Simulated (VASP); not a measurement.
# AlAu (R-3m) in VASP: a series of runs

The runs below take AlAu through single point, with LDA.

All numbers are computed with VASP 6.6.1; they aren't measurements. Logs are shortened: lines on timing, memory, paths and dates and some standing lists are left out, and cuts for length are marked.

## Step 1: Starting point

It takes space group R-3m (No. 166, trigonal). Conventional cell: a = 5.111 Å, b = 5.111 Å, c = 4.444 Å, α = 90.00°, β = 90.00°, γ = 120.00°. Around Al (site symmetry -3m) lie 2 Au at 2.22 Å. Au (site symmetry -3m) is surrounded by 2 Al at 2.22 Å.

The cell comes from a database or a generator and needn't be the stable form of this composition.

## Step 2: Single point, LDA

INCAR

```
PREC = Accurate
ENCUT = 520
EDIFF = 1E-6
ISMEAR = 0
SIGMA = 0.15
LREAL = False
LASPH = True
NELM = 100
ALGO = Fast
ISIF = 2
LWAVE = False
LCHARG = True
GGA = CA
LELF = True
LVHAR = True
NBANDS = 14
```

KPOINTS

```
Automatic mesh
0
Gamma
  16 16 16
```

POSCAR

```
AlAu
1.0
    3.2644934883     -0.3493369416     -0.3493369416
   -0.3493369416      3.2644934883     -0.3493369416
   -0.3493369416     -0.3493369416      3.2644934883
Al Au
1 1
Direct
    0.0000000000      0.0000000000      0.0000000000
    0.5000000000      0.5000000000      0.5000000000
```

Potentials or basis: VASP PAW LDA potentials, release 64 (Al, Au).

Run with:

```console
> cat potpaw_LDA.64/Al/POTCAR potpaw_LDA.64/Au/POTCAR > POTCAR
> mpirun -np 1 vasp_std > vasp.out
```

OUTCAR:

```text
PREC = Accurate
   ENCUT = 520
   EDIFF = 1E-6
   ISMEAR = 0
   LREAL = False
   LASPH = True
   NELM = 100
   ISIF = 2
   GGA = CA

 ion  position               nearest neighbor table
   1  0.000  0.000  0.000-   2 2.22   2 2.22   2 3.04   2 3.04   2 3.04   2 3.04   2 3.04   2 3.04

   2  0.500  0.500  0.500-   1 2.22   1 2.22   1 3.04   1 3.04   1 3.04   1 3.04   1 3.04   1 3.04

  LATTYP: Found a trigonal (rhomboedric) cell.
 ALAT       =     3.3016647820
 COS(alpha) =    -0.1980352223

  Lattice vectors:

 A1 = (   3.2644934883,  -0.3493369416,  -0.3493369416)
 A2 = (  -0.3493369416,   3.2644934883,  -0.3493369416)
 A3 = (  -0.3493369416,  -0.3493369416,   3.2644934883)

Analysis of symmetry for initial positions (statically):
=====================================================================
 Subroutine PRICEL returns:
 Original cell was already a primitive cell.

 Routine SETGRP: Setting up the symmetry group for a
 trigonal (rhombohedral) supercell.

 Subroutine GETGRP returns: Found 12 space group operations
 (whereof 12 operations were pure point group operations)
 out of a pool of 12 trial point group operations.

The static configuration has the point symmetry D_3d.

Analysis of symmetry for dynamics (positions and initial velocities):
=====================================================================
 Subroutine PRICEL returns:
 Original cell was already a primitive cell.

 Routine SETGRP: Setting up the symmetry group for a
 trigonal (rhombohedral) supercell.

 Subroutine GETGRP returns: Found 12 space group operations
 (whereof 12 operations were pure point group operations)
 out of a pool of 12 trial point group operations.

The dynamic configuration has the point symmetry D_3d.

 Subroutine INISYM returns: Found 12 space group operations
 (whereof 12 operations are pure point group operations),
 and found     1 'primitive' translations

----------------------------------------------------------------------------------------

                                     Primitive cell

  volume of cell :      33.5090

  direct lattice vectors                    reciprocal lattice vectors
     3.264493488 -0.349336942 -0.349336942     0.314389470  0.037674771  0.037674771
    -0.349336942  3.264493488 -0.349336942     0.037674771  0.314389470  0.037674771
    -0.349336942 -0.349336942  3.264493488     0.037674771  0.037674771  0.314389470

  length of vectors
     3.301664782  3.301664782  3.301664782     0.318872256  0.318872256  0.318872256

  position of ions in fractional coordinates (direct lattice)
     0.000000000  0.000000000  0.000000000
     0.500000000  0.500000000  0.500000000

  ion indices of the primitive-cell ions
   primitive index   ion index
                 1           1
                 2           2

----------------------------------------------------------------------------------------

 KPOINTS: Automatic mesh

Automatic generation of k-mesh.
 Grid dimensions read from file:
 generate k-points for:   16   16   16

 Generating k-lattice:

  Cartesian coordinates                     Fractional coordinates (reciprocal lattice)
     0.019649342  0.002354673  0.002354673     0.062500000  0.000000000  0.000000000
     0.002354673  0.019649342  0.002354673     0.000000000  0.062500000  0.000000000
     0.002354673  0.002354673  0.019649342     0.000000000  0.000000000  0.062500000

  Length of vectors
     0.019929516  0.019929516  0.019929516

  Shift w.r.t. Gamma in fractional coordinates (k-lattice)
     0.000000000  0.000000000  0.000000000

 Subroutine IBZKPT returns following result:
 ===========================================

 Found    417 irreducible k-points:

 Following reciprocal coordinates:
            Coordinates               Weight
  0.000000  0.000000  0.000000      1.000000
  0.062500  0.000000  0.000000      6.000000
  0.125000  0.000000  0.000000      6.000000
  0.187500  0.000000  0.000000      6.000000
  0.250000  0.000000  0.000000      6.000000
  0.312500  0.000000  0.000000      6.000000
[... 16 lines left out ...]
 -0.125000  0.062500 -0.000000     12.000000
 -0.062500  0.062500  0.000000      6.000000
 [... further k-points ...]
   k-points           NKPTS =    417   k-points in BZ     NKDIM =    417   number of bands    NBANDS=     14
   number of dos      NEDOS =    301   number of ions     NIONS =      2
   total plane-waves  NPLWV =  21952
   dimension x,y,z NGX =    28 NGY =   28 NGZ =   28
   dimension x,y,z NGXF=    56 NGYF=   56 NGZF=   56
   ions per type =               1   1
   NGX,Y,Z   is equivalent  to a cutoff of  14.10, 14.10, 14.10 a.u.
   NGXF,Y,Z  is equivalent  to a cutoff of  28.20, 28.20, 28.20 a.u.
 SYSTEM =  unknown system
   PREC   = accura    normal or accurate (medium, high low for compatibility)
   ISTART =      0    job   : 0-new  1-cont  2-samecut
   ICHARG =      2    charge: 1-file 2-atom 10-const
   ISPIN  =      1    spin polarized calculation?
   LNONCOLLINEAR =      F non collinear calculations
   LSORBIT =      F    spin-orbit coupling
   LASPH  =      T    aspherical Exc in radial PAW
   ENCUT  =  520.0 eV  38.22 Ry    6.18 a.u.   6.14  6.14  6.14*2*pi/ulx,y,z
   NELM   =    100;   NELMIN=  2; NELMDL= -5     # of ELM steps
   EDIFF  = 0.1E-05   stopping-criterion for ELM
   LREAL  =      F    real-space projection
   EDIFFG = 0.1E-04   stopping-criterion for IOM
   NSW    =      0    number of steps for IOM
   IBRION =     -1    ionic relax: 0-MD 1-quasi-New 2-CG
   NFREE  =      0    steps in history (QN), initial steepest desc. (CG)
   ISIF   =      2    stress and relaxation
   ISYM   =      2    0-nonsym 1-usesym 2-fastsym
   POTIM  = 0.5000    time-step for ionic-motion
   TEBEG  =    0.0;   TEEND  =   0.0 temperature during run
   PSTRESS=    0.0 pullay stress
   NELECT =      14.0000    total number of electrons
   NUPDOWN=      -1.0000    fix difference up-down
   EMIN   =  10.00;   EMAX   =-10.00  energy-range for DOS
   EFERMI =   0.00;   METHOD = LEGACY
   ISMEAR =     0;   SIGMA  =   0.15  broadening in eV -4-tet -1-fermi 0-gaus
   EFERMI_NEDOS =   21; number of points for ismear=-14 and -15
   IALGO  =     68    algorithm
   IMIX   =      4    mixing-type and parameters
     AMIX     =   0.40;   BMIX     =  1.00
     AMIX_MAG =   1.60;   BMIX_MAG =  1.00
  volume/ion in A,a.u.               =      16.75       113.06
  Fermi-wavevector in a.u.,A,eV,Ry     =   1.223856  2.312752 20.379123  1.497823
  Thomas-Fermi vector in A             =   2.358952
   LORBIT       =      0    0 simple, 1 ext, 2 COOP (PROOUT), +10 PAW based schemes
   GGA     = CA    functional components
   LHFCALC =     F    Hartree Fock is set to
   AEXX    =    0.0000 exact exchange contribution
   IVDW    =     0    specifies the selected vdW correction
   LEPSILON=     F    determine dielectric tensor
   LRPA    =     F    only Hartree local field effects (RPA)
 non-spin polarized calculation
 RMM-DIIS sequential band-by-band and
 Gauss-broadening in eV      SIGMA  =   0.15
  energy-cutoff  :      520.00
  volume of cell :       33.51
 maximum number of plane-waves:       921
 NGX is ok and might be reduce to    28

 number of electron      13.9999999 magnetization

 Free energy of the ion-electron system (eV)
  ---------------------------------------------------
  ext. energy  EPLUGINS =         0.00000000
  ---------------------------------------------------
  free energy    TOTEN  =        -8.14360255 eV

  energy without entropy =       -8.13619050  energy(sigma->0) =       -8.13989653

 E-fermi :   8.8533     XC(G=0): -11.5923

 val. band max:        8.8455831373   @ k =  -0.4375   0.2500   0.2500
 cond. band min:       8.8851725685   @ k =  -0.3750   0.4375   0.0625
 fundamental gap:      0.0395894312
 Fermi energy:         8.8533348158

 k-point     1 :       0.0000    0.0000    0.0000
  band No.  band energies     occupation
      1      -2.0591      2.00000
      2       2.5579      2.00000
      3       2.5579      2.00000
      4       2.9991      2.00000
      5       4.3329      2.00000
      6       4.3329      2.00000
      7      11.7094      0.00000
      8      13.4979      0.00000
      9      13.4979      0.00000
     10      17.0365      0.00000
     11      17.8439      0.00000
     12      17.8439      0.00000
     13      21.1844      0.00000
     14      21.1844      0.00000

 k-point     2 :       0.0625    0.0000    0.0000
  band No.  band energies     occupation
      1      -1.9911      2.00000
      2       2.5674      2.00000
      3       2.5690      2.00000
      4       2.9886      2.00000
      5       4.3142      2.00000
      6       4.3297      2.00000
      7      11.4653      0.00000
      8      13.3317      0.00000
      9      13.5549      0.00000
     10      17.2604      0.00000
     11      17.6287      0.00000
     12      18.1031      0.00000
     13      20.9435      0.00000
     14      21.3458      0.00000

 k-point     3 :       0.1250    0.0000    0.0000
  band No.  band energies     occupation
      1      -1.7887      2.00000
      2       2.5825      2.00000
      3       2.5940      2.00000
      4       2.9754      2.00000
      5       4.2628      2.00000
      6       4.3244      2.00000
      7      10.6712      0.00000
      8      13.2517      0.00000
      9      13.7164      0.00000
     10      17.1217      0.00000
     11      17.6037      0.00000
     12      18.5632      0.00000
     13      20.7471      0.00000
     14      21.5096      0.00000
[... 324 lines left out ...]
 k-point    23 :      -0.1250    0.0625   -0.0000
  band No.  band energies     occupation
      1      -1.8109      2.00000
      2       2.5907      2.00000
      3       2.6515      2.00000
      4       2.9701      2.00000
      5       4.2147      2.00000
      6       4.3044      2.00000
      7      11.0406      0.00000
      8      13.2634      0.00000
      9      13.6988      0.00000
     10      16.9558      0.00000
     11      17.5603      0.00000
     12      18.7475      0.00000
     13      19.9566      0.00000
     14      20.6931      0.00000

 k-point    24 :      -0.0625    0.0625    0.0000
  band No.  band energies     occupation
      1      -1.9680      2.00000
      2       2.5745      2.00000
      3       2.6062      2.00000
      4       2.9786      2.00000
      5       4.2805      2.00000
      6       4.3171      2.00000
      7      11.5677      0.00000
      8      13.3049      0.00000
      9      13.5330      0.00000
     10      17.0836      0.00000
     11      17.8845      0.00000
     12      18.1290      0.00000
     13      20.4831      0.00000
     14      20.7519      0.00000

 [... further k-points ...]

------------------------ aborting loop because EDIFF is reached ----------------------------------------

  FORCE on cell =-STRESS in cart. coord.  units (eV):
  Direction    XX          YY          ZZ          XY          YZ          ZX
  --------------------------------------------------------------------------------------
  -------------------------------------------------------------------------------------
  Total        4.0168222      4.0168222      4.0168222      5.2752048      5.2752048      5.2752048
  in kB      192.0576154    192.0576154    192.0576154    252.2250664    252.2250664    252.2250664
  external PRESSURE =     192.0576154 kB  Pullay stress =       0.0000000 kB

 VOLUME and BASIS-vectors are now :
 -----------------------------------------------------------------------------
  energy-cutoff  :      520.00
  volume of cell :       33.51
      direct lattice vectors                 reciprocal lattice vectors
     3.264493488 -0.349336942 -0.349336942     0.314389470  0.037674771  0.037674771
    -0.349336942  3.264493488 -0.349336942     0.037674771  0.314389470  0.037674771
    -0.349336942 -0.349336942  3.264493488     0.037674771  0.037674771  0.314389470

 POSITION                                       TOTAL-FORCE (eV/Angst)
 -----------------------------------------------------------------------------------
      0.00000      0.00000      0.00000         0.000000      0.000000      0.000000
      1.28291      1.28291      1.28291        -0.000000     -0.000000     -0.000000
 -----------------------------------------------------------------------------------
    total drift:                               -0.000000      0.000000      0.000000

  FREE ENERGIE OF THE ION-ELECTRON SYSTEM (eV)
  ---------------------------------------------------
  free  energy   TOTEN  =        -8.1436025550 eV

  energy  without entropy=       -8.1361904991  energy(sigma->0) =       -8.13989653
```

Wall time 2.7 min (1 thread of Intel Xeon Platinum 8259CL at 2.50GHz (Skylake/Cascade Lake), shared host); peak memory 0.31 GiB.

Results:

| Item | Value |
| --- | --- |
| Free energy | -8.1436 eV |
| Pressure | 19.2 GPa |
| Band gap on the k mesh | none (metal or under the smearing width) |

Stress tensor (GPa, compression positive):
```
19.21 25.22 25.22
25.22 19.21 25.22
25.22 25.22 19.21
```

Levels at points of the mesh, in eV from the Fermi level:
```csv
k point,band 4,band 5,band 6,band 7,band 8,band 9,band 10,band 11
"(0.00, 0.00, 0.00)",-5.85,-4.52,-4.52,2.86,4.64,4.64,8.18,8.99
"(0.50, 0.00, 0.00)",-6.10,-4.87,-4.57,-3.09,5.11,5.52,6.75,7.61
"(0.50, 0.50, 0.00)",-5.22,-3.85,-3.84,-1.63,-1.08,2.98,5.56,10.43
"(0.50, 0.50, 0.50)",-3.93,-3.93,-1.51,0.46,0.58,0.58,3.46,3.46
```

Caveat: so large a pressure means that the cell lies far from this level's equilibrium, or that cutoff or potentials fall short.

## Step 3: Single point, LDA

This run uses another cell than the first one, of the same volume but with other edges.

INCAR

```
SYSTEM = AlAu
PREC = Accurate
ENCUT = 520
EDIFF = 1E-6
ISMEAR = 0
SIGMA = 0.15
LREAL = .False.
LASPH = .True.
NELM = 100
ALGO = Normal
ISIF = 2
LWAVE = .False.
LCHARG = .False.
GGA = CA
NBANDS = 14
```

KPOINTS

```
regular mesh
0
Gamma
  16 16 16
  0 0 0
```

POSCAR

```
AlAu
1.0
    3.4117926149      0.8529481537      0.8529481537
    0.8529481537      3.4117926149      0.8529481537
    0.8529481537      0.8529481537      3.4117926149
Al Au
1 1
Direct
    0.0000000000      0.0000000000      0.0000000000
    0.5000000000      0.5000000000      0.5000000000
```

Potentials or basis: VASP PAW LDA potentials, release 64 (Al, Au).

Run with:

```console
> cat potpaw_LDA.64/Al/POTCAR potpaw_LDA.64/Au/POTCAR > POTCAR
> mpirun -np 1 vasp_std > vasp.out
```

Run time: 46 s. Hardware: 1 thread of Intel Xeon Platinum 8259CL at 2.50GHz (Skylake/Cascade Lake), shared host; peak memory 0.19 GiB.

The run converged. Its results:

| Item | Value |
| --- | --- |
| Free energy | -9.1093 eV |
| Pressure | 8.0 GPa |
| Band gap on the k mesh | none (metal or under the smearing width) |

Levels at points of the mesh, in eV from the Fermi level:
| k point | band 5 | band 6 | band 7 | band 8 | band 9 | band 10 |
| --- | --- | --- | --- | --- | --- | --- |
| (0.00, 0.00, 0.00) | -5.74 | -5.74 | 4.61 | 4.61 | 4.61 | 9.14 |
| (0.50, 0.00, 0.00) | -4.82 | -4.82 | -3.54 | 5.50 | 5.50 | 6.03 |
| (0.50, 0.50, 0.00) | -4.54 | -3.93 | -2.77 | 0.52 | 0.52 | 4.16 |

Spin-orbit coupling is left out, which matters for the levels of Au.

(Part 1 of 2 ends here.)
